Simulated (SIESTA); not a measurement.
Runs of SIESTA 5.4.2 on SnO2 (Cassiterite). It takes space group P4_2/mnm (No. 136, tetragonal). Conventional cell: a = 4.738 Å, b = 4.738 Å, c = 3.187 Å, α = 90.00°, β = 90.00°, γ = 90.00°. Sn (site symmetry mmm) has 6 O at 2.05 to 2.06 Å as nearest neighbours. O (site symmetry m2m) is surrounded by 3 Sn at 2.05 to 2.06 Å. 

```tsv
task	level	potentials or basis	cell	k mesh	force tolerance	energy shift	gap on the mesh (eV)	pressure (GPa)	largest force (eV/Å)
relaxation of cell and atoms	SOGGA	PseudoDojo 0.4 standard (PBEsol files), DZP (energy shift 0.002 Ry)	relaxed	4 × 4 × 6	0.04 eV/Å	0.002 Ry	(c)	-0.2	-
band structure	PBEsol	PseudoDojo 0.4 standard (PBEsol files), DZP (energy shift 0.002 Ry)	as given	6 × 6 × 8	-	0.002 Ry	0.86	(b)	0.23
single point	PBE	Ansatz NC with PseudoDojo 0.4 standard (PBE files), DZP (energy shift 0.003 Ry; two zetas on semicore shells)	as given	6 × 6 × 8	-	0.003 Ry	1.00	(a)	0.29
band structure	xPBE	PseudoDojo 0.4 standard (PBE files), DZP (energy shift 0.002 Ry)	as given	6 × 6 × 8	-	0.002 Ry	1.00	21.2	0.32
```

Alike in all rows: no spin polarisation; smearing fermi-dirac 0.05 eV; grid cutoff 800 Ry.

Problem. Fill in the values left out.

Solution. (a) 19.1; (b) 12.3; (c) 0.25.

Caveats: spin-orbit coupling is left out, which moves the levels of the heavy elements; the basis of atomic orbitals isn't converged, which shifts pressures, moduli and gaps; semicore shells carry a single zeta, which can move pressures by several GPa and volumes by a few percent (some runs); the potentials were made for another functional, which shifts forces and pressure (some runs); so large a pressure means that the cell lies far from this level's equilibrium, or that cutoff or potentials fall short (some runs).

A k mesh can miss the band edges, and the runs leave out spin-orbit coupling on Sn.

Not every run made on this cell is shown here.
